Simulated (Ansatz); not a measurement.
Born–Oppenheimer molecular dynamics of a periodic cell of 17 atoms, HC$_{16}$ (host C, host structure diamond, interstitial H), cell charge +1. It starts from a relaxed structure.

The calculation used DFT LDA, scalar-relativistic, plane waves, PAW (Ansatz 0.2.0). Settings: accuracy low, PAW set soft_1, cutoff 420 eV, k mesh 2x2x2, fermi-dirac smearing 0.05 eV, no spin polarisation.

```yaml
ensemble: NVE (velocity Verlet)
time_step: 0.5 fs
steps_asked: 300
starting_velocities_drawn_for: 1200 K
seed: 881308
```

First frame:

```xyz
17
Lattice="0.0000 3.5700 3.5700 3.5700 0.0000 3.5700 3.5700 3.5700 0.0000" Properties=species:S:1:pos:R:3
C -0.075 0.059 0.062
C 0.899 0.892 0.859
C 1.778 1.791 -0.030
C 2.656 2.675 0.888
C 1.758 0.001 1.769
C 2.623 0.937 2.670
C 3.550 1.793 1.781
C 4.444 2.682 2.663
C -0.010 1.744 1.733
C 0.952 2.622 2.605
C 1.779 3.575 1.766
C 2.671 4.457 2.660
C 1.749 1.789 3.580
C 2.660 2.679 4.439
C 3.554 3.569 3.554
C 4.430 4.460 4.458
H 3.443 3.130 6.119
```

Question: What does the run give?

Answer: All steps were run.

```json
{
  "steps done": "300",
  "time covered": "150 fs",
  "mean temperature over the second half": "597 K",
  "spread of the potential energy over the second half": "9.6 meV per atom",
  "mean potential energy of the second half above the start": "73.6 meV per atom"
}
```

The conserved energy stayed within 0.49 meV per atom of its start (net change 0.32 meV per atom), so the integration is sound. Over the second half the temperature averaged 0.50 of the 1200 K drawn at the start: a run that starts near a minimum puts about half its kinetic energy into the potential. A run of 0.15 ps of so small a system gives no equilibrium averages. Limits of this set-up: coarse k mesh, PAW files made for another functional, low accuracy level, charged cell in a uniform background, uncorrected.

Question: What happens to the structure?

Answer: Mean squared displacements from the first frame to the last, about the centre of mass: C 0.01 Å², H 4.46 Å². The details hang on the random start.

Question: How do temperature and energy run in time?

Answer: 
```
time (fs)  T (K)  potential energy less start (eV)  conserved less start (meV/atom)
      0.0   1200                             0.000                             0.00
      7.5    243                             1.988                             0.48
     15.0    873                             0.681                             0.21
     22.5    460                             1.538                             0.41
     30.0    755                             0.927                             0.31
     37.5    629                             1.185                             0.32
     45.0    558                             1.334                             0.36
     52.5    707                             1.025                             0.28
     60.0    492                             1.472                             0.37
     67.5    787                             0.858                             0.25
     75.0    419                             1.621                             0.38
     82.5    744                             0.948                             0.27
     90.0    545                             1.361                             0.37
     97.5    627                             1.191                             0.32
    105.0    536                             1.379                             0.33
    112.5    612                             1.222                             0.33
    120.0    657                             1.128                             0.30
    127.5    566                             1.316                             0.33
    135.0    623                             1.199                             0.31
    142.5    513                             1.427                             0.36
    150.0    635                             1.173                             0.32
```

Time of the run: 2.9 min on 1 thread of AMD EPYC 7R13 Processor (Zen 3), with other jobs on the host, peak memory 0.41 GiB.
